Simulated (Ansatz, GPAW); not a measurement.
# butadiene-1,4-dithiol between two Pd chains: relaxation, then transmission at several levels, part 4 of 4

Aim: the conductance of butadiene-1,4-dithiol between two Pd chains after relaxation, and whether geometry, basis or functional moves it most.

GPAW 26.7.0 and Ansatz 0.2.0; Ansatz plane waves; relaxation of the junction with the lead ends held (the session's first sound run).

So far, transmission at the Fermi level (one spin): step 3 (plane-wave reference (PBE)) 0.0168; step 5 (GPAW, szp: basis = "szp(dzp)", PBE, GPAW) 0.0122; step 6 (minimal basis, PBE, GPAW) 0.0178; step 7 (revPBE in the dzp basis: xc = "revPBE") 0.0161; step 8 (without the relaxation: geometry = "as built", PBE, GPAW) 0.423.

## Step 10: Comparison

The curves are compared point by point over the common energies.

This step: comparison of transmission and cost over codes, levels and geometry (GPAW 26.7.0).

Ladder, by row:

| step | code | T at the Fermi level (sum over the listed spins) | conductance (G0) | r.m.s. T(E) from the first | wall time (s) | peak memory (GiB) | threads |
| --- | --- | --- | --- | --- | --- | --- | --- |
| pw-pbe | Ansatz | 0.01678 | 0.01891 | 0 | 310.6 | 6.994 | 4 |
| dzp | GPAW | 0.01559 | 0.01666 | 0.06248 | 722 | 2.13 | 1 |
| szp | GPAW | 0.01219 | 0.008492 | 0.07538 | 475.7 | 2.02 | 1 |
| sz | GPAW | 0.01777 | 0.01428 | 0.0653 | 426.1 | 1.93 | 1 |
| dzp-revPBE | GPAW | 0.01609 | 0.01694 | 0.05759 | 748.9 | 2.13 | 1 |
| asbuilt | GPAW | 0.4228 | 0.4014 | 0.3522 | 504.1 | 2.13 | 1 |

Transmission, zone mean, sum over the listed spins against energy, zero at the Fermi level:

| energy (eV) | pw-pbe | dzp | szp | sz | dzp-revPBE | asbuilt |
| --- | --- | --- | --- | --- | --- | --- |
| -2.000 | 0.0212 | 0.0212 | 0.0212 | 0.0139 | 0.0223 | 0.648 |
| -1.900 | 0.0309 | 0.0284 | 0.278 | 0.0350 | 0.0296 | 0.464 |
| -1.825 | 0.539 | 0.232 | 0.0381 | 0.0731 | 0.315 | 0.392 |
| -1.800 | 0.121 | 0.283 | 0.0412 | 0.0537 | 0.230 | 0.377 |
| -1.700 | 0.0965 | 0.0814 | 0.0624 | 0.0606 | 0.0831 | 0.353 |
| -1.600 | 0.111 | 0.103 | 0.0744 | 0.0963 | 0.104 | 0.379 |
| -1.500 | 0.0717 | 0.0873 | 0.0439 | 0.116 | 0.0827 | 0.479 |
| -1.400 | 0.0236 | 0.0405 | 0.0154 | 0.0865 | 0.0364 | 0.749 |
| -1.300 | 0.00705 | 0.0155 | 0.00626 | 0.0427 | 0.0136 | 0.968 |
| -1.200 | 0.00244 | 0.00830 | 0.00510 | 0.0256 | 0.00733 | 0.255 |
| -1.100 | 0.0277 | 0.0113 | 0.105 | 0.0346 | 0.0104 | 0.0440 |
| -1.050 | 0.258 | 0.0659 | 0.0134 | 0.339 | 0.540 | 0.00787 |
| -1.025 | 0.0537 | 0.0849 | 0.0102 | 0.438 | 0.0523 | 0.128 |
| -1.000 | 0.0287 | 0.0177 | 0.00827 | 0.0843 | 0.0128 | 0.204 |
| -0.900 | 0.0148 | 0.00568 | 0.00588 | 0.0135 | 0.00661 | 0.979 |
| -0.800 | 0.0202 | 0.00817 | 0.00793 | 0.0110 | 0.00851 | 0.985 |
| -0.700 | 0.0317 | 0.0146 | 0.0195 | 0.0204 | 0.0158 | 0.655 |
| -0.600 | 0.0278 | 0.0325 | 0.0128 | 0.0175 | 0.0326 | 0.257 |
| -0.525 | 0.474 | 0.0510 | 0.286 | 0.127 | 0.0545 | 0.235 |
| -0.500 | 0.299 | 0.0822 | 0.859 | 0.242 | 0.0738 | 0.144 |
| -0.450 | 0.198 | 0.195 | 0.0494 | 0.342 | 0.314 | 0.0558 |
| -0.425 | 0.0881 | 0.400 | 0.0253 | 0.0627 | 0.352 | 0.0607 |
| -0.400 | 0.0420 | 0.266 | 0.0153 | 0.0292 | 0.154 | 0.0674 |
| -0.300 | 0.00899 | 0.0142 | 0.00608 | 0.00709 | 0.0118 | 0.110 |
| -0.200 | 0.00694 | 0.00768 | 0.00609 | 0.00622 | 0.00736 | 0.193 |
| -0.100 | 0.00912 | 0.00909 | 0.00868 | 0.00902 | 0.00917 | 0.315 |
| 0.000 | 0.0168 | 0.0156 | 0.0122 | 0.0178 | 0.0161 | 0.423 |
| 0.100 | 0.0504 | 0.0400 | 1.5e-4 | 2.0e-4 | 0.0320 | 0.326 |
| 0.125 | 0.0857 | 2.5e-4 | 1.4e-4 | 1.9e-4 | 2.4e-4 | 0.00377 |
| 0.200 | 3.2e-4 | 3.1e-4 | 1.4e-4 | 1.8e-4 | 2.9e-4 | 4.0e-4 |
| 0.300 | 3.5e-4 | 3.1e-4 | 1.4e-4 | 1.6e-4 | 2.9e-4 | 5.7e-5 |
| 0.400 | 3.5e-4 | 3.1e-4 | 1.5e-4 | 1.6e-4 | 2.8e-4 | 5.9e-6 |
| 0.500 | 3.5e-4 | 3.0e-4 | 1.6e-4 | 1.6e-4 | 2.7e-4 | -1.4e-7 |
| 0.600 | 3.5e-4 | 2.9e-4 | 1.7e-4 | 1.6e-4 | 2.6e-4 | 1.0e-6 |
| 0.700 | 3.5e-4 | 2.8e-4 | 1.8e-4 | 1.7e-4 | 2.5e-4 | 1.9e-6 |
| 0.800 | 3.4e-4 | 2.7e-4 | 1.9e-4 | 1.7e-4 | 2.4e-4 | 1.5e-6 |
| 0.900 | 3.3e-4 | 2.5e-4 | 2.1e-4 | 1.8e-4 | 2.3e-4 | 2.9e-7 |
| 1.000 | 3.2e-4 | 2.4e-4 | 2.2e-4 | 1.8e-4 | 2.1e-4 | -1.5e-7 |
| 1.100 | 3.1e-4 | 2.2e-4 | 2.2e-4 | 1.8e-4 | 2.0e-4 | 1.9e-6 |
| 1.200 | 3.0e-4 | 2.1e-4 | 2.3e-4 | 1.9e-4 | 1.9e-4 | 8.7e-6 |
| 1.300 | 2.9e-4 | 1.9e-4 | 2.4e-4 | 1.9e-4 | 1.7e-4 | 2.3e-5 |
| 1.400 | 2.8e-4 | 1.8e-4 | 2.5e-4 | 1.9e-4 | 1.6e-4 | 4.8e-5 |
| 1.500 | 2.7e-4 | 1.6e-4 | 2.6e-4 | 1.9e-4 | 1.4e-4 | 8.8e-5 |
| 1.600 | 2.5e-4 | 1.5e-4 | 2.6e-4 | 1.9e-4 | 1.3e-4 | 1.5e-4 |
| 1.700 | 2.4e-4 | 1.3e-4 | 2.7e-4 | 1.8e-4 | 1.1e-4 | 2.4e-4 |
| 1.800 | 2.2e-4 | 1.1e-4 | 2.8e-4 | 1.8e-4 | 8.5e-5 | 3.6e-4 |
| 1.900 | 1.9e-4 | 8.1e-5 | 2.8e-4 | 1.8e-4 | 5.8e-5 | 5.3e-4 |
| 2.000 | 1.5e-4 | 4.4e-5 | 2.9e-4 | 1.7e-4 | 2.6e-5 | 7.6e-4 |

## Step 11: Potential alignment off

Without the shift, lead and junction are matched by their Fermi levels alone.

This step: GPAW LCAO, PAW setups; Landauer transmission from Green's functions with principal layers (ASE), zero bias (GPAW 26.7.0).

File run.py:

```python
import json
import numpy as np
from ase import Atoms
from ase.transport.calculators import TransportCalculator
from gpaw import GPAW, FermiDirac
from gpaw.lcao.tools import get_lcao_hamiltonian
from scipy.linalg import eigh

# The junction with lead layers at both ends, along the third cell vector
device = Atoms(
    ['Pd', 'Pd', 'Pd', 'Pd', 'Pd', 'Pd', 'Pd', 'Pd', 'S', 'H', 'C', 'C', 'H', 'H', 'C', 'C', 'H', 'S', 'Pd', 'Pd', 'Pd', 'Pd', 'Pd', 'Pd', 'Pd', 'Pd'],
    positions=[
        [5.52287, 4.50000, 1.25000],
        [5.52287, 4.50000, 3.75000],
        [5.52287, 4.50000, 6.25000],
        [5.52287, 4.50000, 8.75000],
        [5.52287, 4.50000, 11.25000],
        [5.52287, 4.50000, 13.75000],
        [4.69729, 4.51368, 16.10747],
        [5.77257, 4.49295, 18.47589],
        [4.09354, 4.47627, 19.88556],
        [6.50426, 4.50124, 21.81504],
        [4.37183, 4.47946, 21.55545],
        [5.53852, 4.49122, 22.32962],
        [3.42079, 4.46952, 22.10278],
        [7.63848, 4.51328, 23.95922],
        [5.52086, 4.49124, 23.73238],
        [6.68747, 4.50358, 24.50665],
        [4.55509, 4.48142, 24.24690],
        [6.96566, 4.50677, 26.17659],
        [5.28745, 4.49039, 27.58723],
        [6.35468, 4.53335, 29.95922],
        [5.52287, 4.50000, 32.31458],
        [5.52287, 4.50000, 34.81458],
        [5.52287, 4.50000, 37.31458],
        [5.52287, 4.50000, 39.81458],
        [5.52287, 4.50000, 42.31458],
        [5.52287, 4.50000, 44.81458]],
    cell=[[11.04574, 0.0, 0.0], [0.0, 9.0, 0.0], [0.0, 0.0, 46.06458]],
    pbc=True)

# One principal layer of the lead: the first 5 atoms of the device
lead = Atoms(
    ['Pd', 'Pd', 'Pd', 'Pd', 'Pd'],
    positions=[
        [5.52287, 4.50000, 1.25000],
        [5.52287, 4.50000, 3.75000],
        [5.52287, 4.50000, 6.25000],
        [5.52287, 4.50000, 8.75000],
        [5.52287, 4.50000, 11.25000]],
    cell=[[11.04574, 0.0, 0.0], [0.0, 9.0, 0.0], [0.0, 0.0, 12.5]],
    pbc=True)

settings = dict(mode='lcao', basis='dzp', xc='PBE', h=0.2,
                occupations=FermiDirac(0.1), maxiter=250,
                mixer=dict(beta=0.1, nmaxold=8, weight=100.0),
                convergence=dict(density=0.0001))
energies = np.arange(-2, 2 + 1e-9, 0.025)
eta = 0.0001
n1, n2 = 1, 1
# k and -k transmit alike, so half of the mesh across the current serves
mesh = [(i, j) for i in range(n1) for j in range(n2) if (i, j) <= (-i % n1, -j % n2)]
weights = np.array([1 if (i, j) == (-i % n1, -j % n2) else 2 for i, j in mesh]) / (n1 * n2)

# [... helper functions left out ...]
fermi_lead = ground_state(lead, (1, 1, 9), 'lead.txt')
fermi_device = ground_state(device, (1, 1, 2), 'device.txt')
# [... loop over the mesh left out, but for ...]
        # Lead and device are aligned by their Fermi levels alone
        shift = 0.0
# [...]
kT = 8.617333e-5 * 300
bias = [0.1, 0.2, 0.5, 1.0, 1.5, 2.0]
# [... integrals and printing left out ...]
```

Command:

```console
> OMP_NUM_THREADS=1 OPENBLAS_NUM_THREADS=1 python run.py
```

Output:

```text
basis functions: device 530, principal layer 135
Fermi level: lead -4.2117 eV, device -3.9836 eV; lead shifted by 0.0000 eV
largest coupling past the next layer 1.07e-04 eV, largest misfit of the first layer 0.040 eV
  E-E_F (eV)   T (one spin)  [channel counts left out]
    -2.000    2.1243e-02
    -1.975    2.2491e-02
    -1.950    2.3958e-02
    -1.925    2.5779e-02
    -1.900    2.8370e-02
    -1.875    3.2937e-02
    -1.850    4.7829e-02
    -1.825    2.3231e-01
    -1.800    2.8233e-01
    -1.775    9.9184e-02
    -1.750    7.9904e-02
    -1.725    7.8161e-02
    -1.700    8.1564e-02
    -1.675    8.7116e-02
    -1.650    9.3391e-02
    -1.625    9.9220e-02
[...]
1.825    1.0328e-04
     1.850    9.6334e-05
     1.875    8.8916e-05
     1.900    8.1002e-05
     1.925    7.2577e-05
     1.950    6.3648e-05
     1.975    5.4253e-05
     2.000    4.4480e-05
conductance at 300 K: 0.016676 G0 a cell; thermopower -37.67 uV/K
current from the zero-bias T(E) at 0.1 V: 0.12952 uA
current from the zero-bias T(E) at 0.2 V: 0.24785 uA
current from the zero-bias T(E) at 0.5 V: 0.40625 uA
current from the zero-bias T(E) at 1.0 V: 2.6298 uA
current from the zero-bias T(E) at 1.5 V: 3.3616 uA
current from the zero-bias T(E) at 2.0 V: 3.5708 uA
```

Wall time 9.7 min (1 thread of Arm Neoverse V1, shared host); peak memory 2.1 GiB.

This step gave:

```
conductance                                 : 0.01668 G₀
largest misfit of the first principal layer : 0.04026 eV
shift that aligns the lead                  : 0 eV
transmission at the Fermi level (one spin)  : 0.01585
```

One spin. The transmission, zone mean by energy, zero at the Fermi level:

energy (eV), log10 transmission, zone mean and a bar from the least value:
```
   -2.000       -1.7 ####################
   -1.900       -1.5 #####################
   -1.800       -0.5 #############################
   -1.700       -1.1 #########################
   -1.600       -1.0 ##########################
   -1.500       -1.1 #########################
   -1.400       -1.4 ######################
   -1.300       -1.8 ###################
   -1.200       -2.1 #################
   -1.100       -2.0 ##################
   -1.025       -1.1 #########################
   -1.000       -1.8 ####################
   -0.900       -2.2 ################
   -0.800       -2.1 #################
   -0.700       -1.8 ###################
   -0.600       -1.5 ######################
   -0.500       -1.1 #########################
   -0.425       -0.4 ##############################
   -0.400       -0.6 #############################
   -0.300       -1.8 ###################
   -0.200       -2.1 #################
   -0.100       -2.0 ##################
    0.000       -1.8 ###################
    0.100       -1.4 ######################
    0.200       -3.5 ######
    0.300       -3.5 ######
    0.400       -3.5 ######
    0.500       -3.5 ######
    0.600       -3.5 ######
    0.700       -3.6 ######
    0.800       -3.6 ######
    0.900       -3.6 ######
    1.000       -3.6 #####
    1.100       -3.7 #####
    1.200       -3.7 #####
    1.300       -3.7 #####
    1.400       -3.7 #####
    1.500       -3.8 ####
    1.600       -3.8 ####
    1.700       -3.9 ####
    1.800       -4.0 ###
    1.900       -4.1 ##
    2.000       -4.4
```

Not self-consistent under bias; the bias window is split evenly. Table of current through one cell, from the zero-bias transmission by bias:

| bias (V) | current through one cell, from the zero-bias transmission (μA) |
| --- | --- |
| 0.100 | 0.130 |
| 0.200 | 0.248 |
| 0.500 | 0.406 |
| 1.000 | 2.63 |
| 1.500 | 3.36 |
| 2.000 | 3.57 |

Table of transmission of the three most open eigenchannels by energy, zero at the Fermi level:

| energy (eV) | channel 1 | channel 2 | channel 3 |
| --- | --- | --- | --- |
| -2.000 | 0.0212 | 2.6e-5 | 8.9e-7 |
| -1.800 | 0.245 | 0.0375 | 1.3e-6 |
| -1.600 | 0.0758 | 0.0276 | 2.1e-6 |
| -1.400 | 0.0257 | 0.0148 | 3.4e-6 |
| -1.200 | 0.00695 | 0.00133 | 6.3e-6 |
| -1.000 | 0.0173 | 9.3e-5 | 3.4e-5 |
| -0.800 | 0.00728 | 7.2e-4 | 9.3e-5 |
| -0.600 | 0.0262 | 0.00628 | 6.7e-6 |
| -0.400 | 0.265 | 2.7e-4 | 1.7e-4 |
| -0.200 | 0.00696 | 4.0e-4 | 2.7e-4 |
| 0.000 | 0.0155 | 2.5e-4 | 1.3e-4 |
| 0.200 | 3.1e-4 | 8.1e-11 | 3.0e-12 |
| 0.400 | 3.1e-4 | 8.2e-11 | 0 |
| 0.600 | 2.9e-4 | 8.8e-11 | 0 |
| 0.800 | 2.6e-4 | 9.5e-11 | 0 |
| 1.000 | 2.4e-4 | 1.1e-10 | 0 |
| 1.200 | 2.1e-4 | 1.2e-10 | 0 |
| 1.400 | 1.8e-4 | 1.4e-10 | 0 |
| 1.600 | 1.5e-4 | 1.9e-10 | 0 |
| 1.800 | 1.1e-4 | 3.2e-10 | 0 |
| 2.000 | 4.4e-5 | 1.2e-9 | 0 |

The conductance equals that of the dzp run to 0.2 %.

## Step 12: Outcome

```json
{
 "conductance": "0.0167 G₀",
 "transmission at the Fermi level, mean of the spins": "0.0156",
 "open channels of the lead there": "4"
}
```

In the dzp basis the junction conducts 0.0167 G₀ at 300 K, with T = 0.0156 a spin at the Fermi level; no smaller basis tried comes within 10 % of that conductance. Relaxation moved atoms by up to 0.84 Å and took the conductance from 0.401 to 0.0167 G₀, as a ratio a larger change than the step from dzp to the minimal basis. Plane waves (PBE) give T = 0.0168 there. The scatterer reflects about 100 % of the incoming channels at the Fermi level. Measured against the first run (pw-pbe), the nearest curve is that of dzp-revPBE (r.m.s. 0.058) and the farthest that of asbuilt (0.35). Over the compared runs wall time goes from 311 s (pw-pbe) to 749 s (dzp-revPBE), on a shared host; the plane-wave run used 4 threads and the orbital runs 1. The leads kept an estimated spacing and the cell its length, so the junction may be under some tension or compression. The run had no spin polarisation, so a magnetic state, which chains and small molecules with open shells often have, wasn't tested. Semilocal functionals put molecular levels too near the Fermi level, so such conductances usually come out too high, and chain electrodes have a sharper density of states than real ones. An evenly spaced straight chain is an idealisation: free chains tend to dimerise, zigzag or, where a band edge lies near the Fermi level, turn magnetic. The currents use the zero-bias T(E) throughout, which holds only while the bias is small against the distance to the nearest feature. Within about eight thermal energies of the Fermi level ln T(E) bends sharply from one computed energy to the next, or the lead's channel count changes, so the thermal averages, above all the thermopower, rest on an interpolation that may be rough.

[Logs are printed without paths, hosts, clocks, repeated set-up lines and the standing remarks that a program may print on its own settings, such as how far it seeks lower states.]

[Hosts, paths, dates, database ids (printed as entryN), source tags and the programs' standing remarks are cut or masked in the printed files.]
